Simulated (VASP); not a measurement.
# AlN in VASP: a series of runs

One slab, AlN, is run at these levels: PBEsol; tasks: work function.

Everything below comes from runs of VASP 6.6.1. Logs are shortened: lines on timing, memory, paths and dates and some standing lists are left out, and cuts for length are marked.

## (1) Starting point

The cell holds a slab with vacuum, 24 atoms: a = 3.113 Å, b = 4.981 Å, c = 30.378 Å, α = 90.00°, β = 90.00°, γ = 90.00°.

## (2) Work function, PBEsol

File INCAR:

```
ALGO = Normal
DIPOL = 0.5 0.5 0.500
EDIFF = 1E-7
ENCUT = 520
GGA = PS
IDIPOL = 3
ISIF = 2
ISMEAR = 0
KPAR = 8
LASPH = T
LCHARG = T
LDIPOL = T
LREAL = F
LVACPOTAV = T
LVHAR = T
LWAVE = F
NELM = 100
PREC = Accurate
SIGMA = 0.05
```

File KPOINTS:

```
k-points
0
Gamma
  8 6 1
```

File POSCAR:

```
AlN
1.0
    3.1130000000      0.0000000000      0.0000000000
    0.0000000000      4.9810000000      0.0000000000
    0.0000000000      0.0000000000     30.3783311040
Al N
12 12
Direct
    0.0000000001      0.0000000000      0.2633456055
    0.5000000000      0.5000000000      0.2929274049
    0.5000000001      0.0000000000      0.3520910035
    1.0000000000      0.5000000000      0.3816728028
    0.0000000001      0.0000000000      0.4408364014
    0.5000000000      0.5000000000      0.4704182007
    0.5000000001      0.0000000000      0.5295817993
    1.0000000000      0.5000000000      0.5591635986
    0.0000000001      0.0000000000      0.6183271972
    0.5000000000      0.5000000000      0.6479089965
    0.5000000001      0.0000000000      0.7070725951
    1.0000000000      0.5000000000      0.7366543945
    0.0000000001      0.3800000000      0.2633456055
    0.5000000000      0.8800000000      0.2929274049
    0.5000000001      0.3800000000      0.3520910035
    1.0000000000      0.8800000000      0.3816728028
    0.0000000001      0.3800000000      0.4408364014
    0.5000000000      0.8800000000      0.4704182007
    0.5000000001      0.3800000000      0.5295817993
    1.0000000000      0.8800000000      0.5591635986
    0.0000000001      0.3800000000      0.6183271972
    0.5000000000      0.8800000000      0.6479089965
    0.5000000001      0.3800000000      0.7070725951
    1.0000000000      0.8800000000      0.7366543945
```

Potentials or basis: VASP PAW PBE potentials, release 64 (Al, N).

On the command line:

```bash
cat potpaw_PBE.64/Al/POTCAR potpaw_PBE.64/N/POTCAR > POTCAR
mpirun -np 8 vasp_std > vasp.out
```

OUTCAR:

```text
EDIFF = 1E-7
   ENCUT = 520
   GGA = PS
   ISIF = 2
   ISMEAR = 0
   LASPH = T
   LREAL = F
   NELM = 100
   PREC = Accurate

 ion  position               nearest neighbor table
   1  0.000  0.000  0.263-  13 1.89  14 1.89  14 1.89   2 3.07   2 3.07   2 3.07   2 3.07   3 3.11
                             3 3.11
   2  0.500  0.500  0.293-  14 1.89  15 1.89  13 1.89  13 1.89   3 3.07   3 3.07   1 3.07   1 3.07
                             1 3.07   1 3.07   4 3.11   4 3.11
   3  0.500  0.000  0.352-  15 1.89  14 1.89  16 1.89  16 1.89   2 3.07   2 3.07   4 3.07   4 3.07
                             4 3.07   4 3.07   5 3.11   5 3.11   1 3.11   1 3.11
   4  0.000  0.500  0.382-  16 1.89  17 1.89  15 1.89  15 1.89   5 3.07   5 3.07   3 3.07   3 3.07
                             3 3.07   3 3.07   2 3.11   2 3.11   6 3.11   6 3.11
   5  0.000  0.000  0.441-  17 1.89  16 1.89  18 1.89  18 1.89   4 3.07   4 3.07   6 3.07   6 3.07
                             6 3.07   6 3.07   7 3.11   7 3.11   3 3.11   3 3.11
   6  0.500  0.500  0.470-  18 1.89  19 1.89  17 1.89  17 1.89   7 3.07   7 3.07   5 3.07   5 3.07
                             5 3.07   5 3.07   8 3.11   8 3.11   4 3.11   4 3.11
   7  0.500  0.000  0.530-  19 1.89  18 1.89  20 1.89  20 1.89   6 3.07   6 3.07   8 3.07   8 3.07
                             8 3.07   8 3.07   5 3.11   5 3.11   9 3.11   9 3.11
   8  0.000  0.500  0.559-  20 1.89  21 1.89  19 1.89  19 1.89   9 3.07   9 3.07   7 3.07   7 3.07
                             7 3.07   7 3.07  10 3.11   6 3.11   6 3.11  10 3.11
   9  0.000  0.000  0.618-  21 1.89  20 1.89  22 1.89  22 1.89   8 3.07   8 3.07  10 3.07  10 3.07
                            10 3.07  10 3.07  11 3.11  11 3.11   7 3.11   7 3.11
  10  0.500  0.500  0.648-  22 1.89  23 1.89  21 1.89  21 1.89  11 3.07  11 3.07   9 3.07   9 3.07
                             9 3.07   9 3.07   8 3.11   8 3.11  12 3.11  12 3.11
  11  0.500  0.000  0.707-  23 1.89  22 1.89  24 1.89  24 1.89  10 3.07  10 3.07  12 3.07  12 3.07
                            12 3.07  12 3.07   9 3.11   9 3.11
  12  0.000  0.500  0.737-  24 1.89  23 1.89  23 1.89  11 3.07  11 3.07  11 3.07  11 3.07  10 3.11
                            10 3.11
  13  0.000  0.380  0.263-   1 1.89   2 1.89   2 1.89
  14  0.500  0.880  0.293-   2 1.89   3 1.89   1 1.89   1 1.89
  15  0.500  0.380  0.352-   3 1.89   2 1.89   4 1.89   4 1.89
  16  0.000  0.880  0.382-   4 1.89   5 1.89   3 1.89   3 1.89
  17  0.000  0.380  0.441-   5 1.89   4 1.89   6 1.89   6 1.89
  18  0.500  0.880  0.470-   6 1.89   7 1.89   5 1.89   5 1.89
  19  0.500  0.380  0.530-   7 1.89   6 1.89   8 1.89   8 1.89
  20  0.000  0.880  0.559-   8 1.89   9 1.89   7 1.89   7 1.89
  21  0.000  0.380  0.618-   9 1.89   8 1.89  10 1.89  10 1.89
  22  0.500  0.880  0.648-  10 1.89  11 1.89   9 1.89   9 1.89
  23  0.500  0.380  0.707-  11 1.89  10 1.89  12 1.89  12 1.89
  24  0.000  0.880  0.737-  12 1.89  11 1.89  11 1.89

  LATTYP: Found a simple orthorhombic cell.
 ALAT       =     3.1130000000
 B/A-ratio  =     1.6000642467
 C/A-ratio  =     9.7585387420

  Lattice vectors:

 A1 = (   3.1130000000,   0.0000000000,   0.0000000000)
 A2 = (   0.0000000000,   4.9810000000,   0.0000000000)
 A3 = (   0.0000000000,   0.0000000000,  30.3783311040)

Analysis of symmetry for initial positions (statically):
=====================================================================
 Subroutine PRICEL returns:
 Original cell was already a primitive cell.

 Routine SETGRP: Setting up the symmetry group for a
 simple orthorhombic supercell.

 Subroutine GETGRP returns: Found  4 space group operations
 (whereof  2 operations were pure point group operations)
 out of a pool of  8 trial point group operations.

The static configuration has the point symmetry C_1h.
 The point group associated with its full space group is C_2v.

Analysis of symmetry for dynamics (positions and initial velocities):
=====================================================================
 Subroutine PRICEL returns:
 Original cell was already a primitive cell.

 Routine SETGRP: Setting up the symmetry group for a
 simple orthorhombic supercell.

 Subroutine GETGRP returns: Found  4 space group operations
 (whereof  2 operations were pure point group operations)
 out of a pool of  8 trial point group operations.

The dynamic configuration has the point symmetry C_1h.
 The point group associated with its full space group is C_2v.

 Subroutine INISYM returns: Found  4 space group operations
 (whereof  2 operations are pure point group operations),
 and found     1 'primitive' translations

----------------------------------------------------------------------------------------

[... 79 lines left out ...]

  Length of vectors
     0.040154192  0.033460483  0.032918201

  Shift w.r.t. Gamma in fractional coordinates (k-lattice)
     0.000000000  0.000000000  0.000000000

 Subroutine IBZKPT returns following result:
 ===========================================

 Found     20 irreducible k-points:

 Following reciprocal coordinates:
            Coordinates               Weight
  0.000000  0.000000  0.000000      1.000000
  0.125000  0.000000  0.000000      2.000000
  0.250000  0.000000  0.000000      2.000000
  0.375000  0.000000  0.000000      2.000000
  0.500000  0.000000  0.000000      1.000000
  0.000000  0.166667  0.000000      2.000000
[... 12 lines left out ...]
  0.375000  0.500000  0.000000      2.000000
  0.500000  0.500000  0.000000      1.000000
   k-points           NKPTS =     20   k-points in BZ     NKDIM =     20   number of bands    NBANDS=     61
   number of dos      NEDOS =    301   number of ions     NIONS =     24
   total plane-waves  NPLWV = 230400
   dimension x,y,z NGX =    24 NGY =   40 NGZ =  240
   dimension x,y,z NGXF=    48 NGYF=   80 NGZF=  480
   ions per type =              12  12
   NGX,Y,Z   is equivalent  to a cutoff of  12.82, 13.35, 13.13 a.u.
   NGXF,Y,Z  is equivalent  to a cutoff of  25.63, 26.70, 26.27 a.u.
 SYSTEM =  unknown system
   PREC   = accura    normal or accurate (medium, high low for compatibility)
   ISTART =      0    job   : 0-new  1-cont  2-samecut
   ICHARG =      2    charge: 1-file 2-atom 10-const
   ISPIN  =      1    spin polarized calculation?
   LNONCOLLINEAR =      F non collinear calculations
   LSORBIT =      F    spin-orbit coupling
   LASPH  =      T    aspherical Exc in radial PAW
   ENCUT  =  520.0 eV  38.22 Ry    6.18 a.u.   5.79  9.26 56.48*2*pi/ulx,y,z
   NELM   =    100;   NELMIN=  2; NELMDL= -5     # of ELM steps
   EDIFF  = 0.1E-06   stopping-criterion for ELM
   LREAL  =      F    real-space projection
   EDIFFG = 0.1E-05   stopping-criterion for IOM
   NSW    =      0    number of steps for IOM
   IBRION =     -1    ionic relax: 0-MD 1-quasi-New 2-CG
   NFREE  =      0    steps in history (QN), initial steepest desc. (CG)
   ISIF   =      2    stress and relaxation
   ISYM   =      2    0-nonsym 1-usesym 2-fastsym
   POTIM  = 0.5000    time-step for ionic-motion
   TEBEG  =    0.0;   TEEND  =   0.0 temperature during run
   PSTRESS=    0.0 pullay stress
   NELECT =      96.0000    total number of electrons
   NUPDOWN=      -1.0000    fix difference up-down
   EMIN   =  10.00;   EMAX   =-10.00  energy-range for DOS
   EFERMI =   0.00;   METHOD = LEGACY
   ISMEAR =     0;   SIGMA  =   0.05  broadening in eV -4-tet -1-fermi 0-gaus
   EFERMI_NEDOS =   21; number of points for ismear=-14 and -15
   IALGO  =     38    algorithm
   IMIX   =      4    mixing-type and parameters
     AMIX     =   0.40;   BMIX     =  1.00
     AMIX_MAG =   1.60;   BMIX_MAG =  1.00
  volume/ion in A,a.u.               =      19.63       132.45
  Fermi-wavevector in a.u.,A,eV,Ry     =   0.963412  1.820585 12.628420  0.928163
  Thomas-Fermi vector in A             =   2.092955
   LORBIT       =      0    0 simple, 1 ext, 2 COOP (PROOUT), +10 PAW based schemes
   GGA     = PS    functional components
   LHFCALC =     F    Hartree Fock is set to
   AEXX    =    0.0000 exact exchange contribution
   IVDW    =     0    specifies the selected vdW correction
   LEPSILON=     F    determine dielectric tensor
   LRPA    =     F    only Hartree local field effects (RPA)
 non-spin polarized calculation
 Gauss-broadening in eV      SIGMA  =   0.05
  energy-cutoff  :      520.00
  volume of cell :      471.04
 maximum number of plane-waves:     12738
 NGX is ok and might be reduce to    24
   NGX = 11   NGY = 19   NGZ =113

 number of electron      95.9999991 magnetization

 dipolmoment           0.000000      0.000000      0.000000 electrons x Angstroem

 Free energy of the ion-electron system (eV)
  ---------------------------------------------------
  ext. energy  EPLUGINS =         0.00000000
  ---------------------------------------------------
  free energy    TOTEN  =      -182.38983994 eV

  energy without entropy =     -182.38983994  energy(sigma->0) =     -182.38983994

 E-fermi :   1.4385     XC(G=0):  -6.4818

 val. band max:        1.2137648264   @ k =   0.5000   0.5000   0.0000
 cond. band min:       2.7140412624   @ k =   0.0000   0.0000   0.0000
 fundamental gap:      1.5002764360
 Fermi energy:         1.4385484188

 k-point     1 :       0.0000    0.0000    0.0000
  band No.  band energies     occupation
      1     -14.5196      2.00000
      2     -14.2901      2.00000
      3     -13.9426      2.00000
      4     -13.5069      2.00000
      5     -13.0374      2.00000
      6     -12.6852      2.00000
[... 1249 lines left out ...]
     59       6.8108      0.00000
     60       6.8108      0.00000
 [bands above 60 left out]

------------------------ aborting loop because EDIFF is reached ----------------------------------------

  FORCE on cell =-STRESS in cart. coord.  units (eV):
  Direction    XX          YY          ZZ          XY          YZ          ZX
  --------------------------------------------------------------------------------------
  -------------------------------------------------------------------------------------
  Total       -0.9828325     -7.3809321     -3.2052461      0.0000000      0.0000000      0.0000000
  in kB       -3.3429549    -25.1051151    -10.9021560      0.0000000      0.0000000      0.0000000
  external PRESSURE =     -13.1167420 kB  Pullay stress =       0.0000000 kB

 VOLUME and BASIS-vectors are now :
 -----------------------------------------------------------------------------
  energy-cutoff  :      520.00
  volume of cell :      471.04
      direct lattice vectors                 reciprocal lattice vectors
     3.113000000  0.000000000  0.000000000     0.321233537  0.000000000  0.000000000
     0.000000000  4.981000000  0.000000000     0.000000000  0.200762899  0.000000000
     0.000000000  0.000000000 30.378331104     0.000000000  0.000000000  0.032918201

 POSITION                                       TOTAL-FORCE (eV/Angst)
 -----------------------------------------------------------------------------------
      0.00000      0.00000      8.00000         0.000000      1.746239      1.920392
      1.55650      2.49050      8.89865         0.000000     -1.233330     -1.583859
      1.55650      0.00000     10.69594         0.000000      0.331343      0.205227
      0.00000      2.49050     11.59458         0.000000     -0.303167     -0.123286
      0.00000      0.00000     13.39187         0.000000     -0.076393      0.041112
      1.55650      2.49050     14.29052         0.000000     -0.151495     -0.025687
[... 16 lines left out ...]
      1.55650      1.89278     21.47969         0.000000     -0.188753      1.164576
      0.00000      4.38328     22.37833         0.000000     -0.719136     -0.400127
 -----------------------------------------------------------------------------------
    total drift:                               -0.000001     -0.001763     -0.000003

  FREE ENERGIE OF THE ION-ELECTRON SYSTEM (eV)
  ---------------------------------------------------
  free  energy   TOTEN  =      -182.3898399392 eV

  energy  without entropy=     -182.3898399392  energy(sigma->0) =     -182.38983994

 vacuum level on the upper side and lower side of the slab         6.238         6.238
```

Wall time 3.5 min (8 MPI ranks of Intel Xeon Platinum 8488C (Sapphire Rapids), shared host); peak memory 0.76 GiB.

Results:

- Free energy: -182.3898 eV
- Largest force: 2.596 eV/Å
- Band gap on the k mesh: 1.50 eV, indirect (least direct gap 1.53 eV)
- Ionisation potential of the upper face: 5.02 eV

Forces in eV/Å, atoms in the order of the input:
```
Al   0.000  1.746  1.920
Al   0.000 -1.233 -1.584
Al   0.000  0.331  0.205
Al   0.000 -0.303 -0.123
Al   0.000 -0.076  0.041
Al   0.000 -0.151 -0.026
Al   0.000 -0.151  0.026
Al   0.000 -0.076 -0.041
Al   0.000 -0.303  0.123
Al   0.000  0.331 -0.205
Al   0.000 -1.233  1.584
Al   0.000  1.746 -1.920
N    0.000 -0.719  0.400
N    0.000 -0.189 -1.165
N    0.000  0.223  0.493
N    0.000  0.109 -0.197
N    0.000  0.134  0.077
N    0.000  0.129 -0.044
N    0.000  0.129  0.044
N    0.000  0.134 -0.077
N    0.000  0.109  0.197
N    0.000  0.223 -0.493
N    0.000 -0.189  1.165
N    0.000 -0.719 -0.400
```

Caveat: the PAW data sets were made with another functional, which shifts forces and pressure a little. A hybrid or GW would open this gap; PBEsol tends to underestimate it.

(Part 1 of 3 ends here.)
